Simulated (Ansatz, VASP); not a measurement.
**P: VASP beside Ansatz**

```
P
1.0
     2.38294    0.00000    0.00000
     0.00000    2.38294    0.00000
     0.00000    0.00000    2.38305
P
1
Direct
  0.00000 0.00000 0.00000
```

Alike in both runs: functional PBE; dispersion D3(BJ); k mesh 18 × 18 × 18; occupations gaussian, width 0.1 eV; no spin polarisation.

Ansatz relaxed the structure, and its values are those at the end. VASP's run is a single point on that final structure, the one shown.

```csv
,VASP,Ansatz
version,VASP 6.6.1,Ansatz 0.2.0
potentials or method,"VASP PAW PBE potentials, release 64 (P)","scalar-relativistic, plane waves, PAW"
plane-wave cutoff (eV),520,420
valence electrons in the cell,5,5
```

VASP gave:

* gap on the k mesh at the Fermi level (eV): none
* pressure (GPa): 3.7

Question: Which values does Ansatz return?

Answer: gap on the k mesh at the Fermi level (eV): none; pressure (GPa): 4.1.

A gap of «none» marks a metal or a gap that the smearing closes. Ansatz warned: «near_symmetry_operations_not_taken».

Caveats: pairwise dispersion overbinds metals, which lowers pressure and volume.
